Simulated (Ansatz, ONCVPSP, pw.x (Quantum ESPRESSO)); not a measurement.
B (Z = 5): one change to the ONCV potential, in the atom and in the fcc crystal

ONCVPSP 4.0.1.1 (patched build) input, shortened (lines: element, Z, core and valence counts, functional; n l f; lmax; l rc ep ncon nbas qcut; lloc lpopt rc5 dvloc0; l nproj debl; icmod fcfact rcfact), PBE, scalar-relativistic:

```
  B 5.00    1    2        4      upf
    1    0    2.00
    2    0    2.00
    2    1    1.00
    2
    0    1.70    0.00    4    9    3.50
    1    3.35    0.00    3    6    5.10
    2    3.25    0.07    5    8    2.60
    4    5    1.65    0.00
    0    2    2.20
    1    2    0.40
    2    2    0.50
    3    5.25    1.20
```

Change: core correction Teter function, fcfact 5.25, rcfact 1.04.

Cutoffs, loose and tight: the cutoffs (Ha) at which the residual kinetic energy of the hardest occupied pseudo-wave falls to 1 and 0.1 mHa per electron. They do not see the model core or the augmentation charge, which bear on the density cutoff. Test errors are all-electron minus pseudo excitation energies from the reference, over the configurations 2s2 2p0; 2s1 2p0; 2s2 2p0.5; 2s1 2p1; variants that change the core or the reference have their own tests.

Crystal test: fcc B in pw.x 7.5, no spin, 18³ k-points, Fermi–Dirac smearing 0.01 Ry, cutoffs set for each file from its atomic test. The reference is all-electron LAPW (Ansatz 0.2.0) with the same functional, mesh and smearing; V0 and B0 come from Birch–Murnaghan fits to the pressures at five volumes. Errors are pseudo minus all-electron; Δ is the rms difference of the E(V) curves that follow from these fits, minima aligned, over ±6 % about the mean V0. Mesh and smearing are coarse, so the numbers serve the comparison and aren't converged zero-temperature values; the lattice is a test structure that the element need not adopt.

All-electron: a0 = 2.867 Å (V0 = 5.89 Å³/atom), B0 = 270.8 GPa.

Problem. Does the change bring the crystal closer to the all-electron result?

Solution. The mean pressure error goes from -89.32 to -88.75 GPa, a small move against the size of the error. Neither pressure curve crosses zero within the volumes sampled, so no fits are given.

```json
{"quantity": "outcome (atom)", "base": "generated", "changed": "generated"}
{"quantity": "cutoff, loose (atom)", "base": "11 Ha", "changed": "11 Ha"}
{"quantity": "cutoff, tight (atom)", "base": "72 Ha", "changed": "72 Ha"}
{"quantity": "bound ghosts (atom)", "base": "none", "changed": "none"}
{"quantity": "largest test error (meV) (atom)", "base": "+351", "changed": "+346"}
{"quantity": "cutoffs in pw.x (Ry)", "base": "170/680", "changed": "170/680"}
{"quantity": "mean pressure error (GPa)", "base": "-89.32", "changed": "-88.75"}
```

Base: The largest radius (3.35 bohr) exceeds half the bond length (1.92 bohr), so the spheres overlap, which is one possible source of error among others. This is a poor potential for the solid. The pseudo pressure rises with volume over the whole range, a mechanical instability. Changed file: The largest radius (3.35 bohr) exceeds half the bond length (1.92 bohr), so the spheres overlap, which is one possible source of error among others. This is a poor potential for the solid. The pseudo pressure rises with volume over the whole range, a mechanical instability.
